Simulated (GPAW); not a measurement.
A run of GPAW 26.7.0:

The input run.py:

```python
from ase.dft.bandgap import bandgap
from ase.io import read, write
from ase.units import Bohr, GPa
from gpaw import GPAW, PW
from gpaw.elf import elf_from_dft_calculation

atoms = read('POSCAR')

calc = GPAW(mode=PW(600),
            xc='PBE',
            kpts={'size': (12, 12, 12), 'gamma': True},
            occupations={'name': 'fermi-dirac', 'width': 0.05},
            nbands=16,
            convergence={'density': 1e-05, 'energy': 1e-05},
            maxiter=150,
            txt='gpaw.txt')
atoms.calc = calc
energy = atoms.get_potential_energy()
forces = atoms.get_forces()
stress = atoms.get_stress()
calc.write('gs.gpw')
write('result.traj', atoms)
print(f'Energy: {energy:.6f} eV')
print('Forces (eV/A):')
print(forces.round(4))
print('Stress (GPa):', (stress / GPa).round(3))
print('Fermi level:', round(calc.get_fermi_level(), 4), 'eV')
print(f'Gap: {bandgap(calc)[0]:.4f} eV, direct: {bandgap(calc, direct=True)[0]:.4f} eV')

# fields on the real-space grid
write('density.cube', atoms, data=calc.get_pseudo_density() * Bohr**3)
write('potential.cube', atoms, data=calc.get_electrostatic_potential())
write('elf.cube', atoms, data=elf_from_dft_calculation(calc).data)

path = atoms.cell.bandpath('GHNGPH,PN', npoints=100, eps=1e-4)
bs_calc = calc.fixed_density(kpts=path, symmetry='off', nbands=24,
                             convergence={'bands': 'CBM+6.0', 'eigenstates': 1e-6}, txt='bands.txt')
bs = bs_calc.band_structure()
bs.write('bs.json')
print(f'Gap on the path: {bandgap(bs_calc)[0]:.4f} eV')
```

POSCAR

```
W
1.0
   -1.5823450000      1.5823450000      1.5823450000
    1.5823450000     -1.5823450000      1.5823450000
    1.5823450000      1.5823450000     -1.5823450000
W
1
Direct
    0.0000000000      0.0000000000      0.0000000000
```

Potentials or basis: GPAW PAW data sets (gpaw-data 1.2.1), pw.

Run with:

```bash
$ OMP_NUM_THREADS=1 python run.py
```

Hardware: 1 thread of Arm Neoverse V2 (shared host).

Question: Estimate the wall time of this run.

Answer: Run time: 14 s on 1 thread of Arm Neoverse V2, with other jobs on the host, peak memory 0.18 GiB. Counts: scf iterations 11, plane waves 543, bands 16, k points 72.
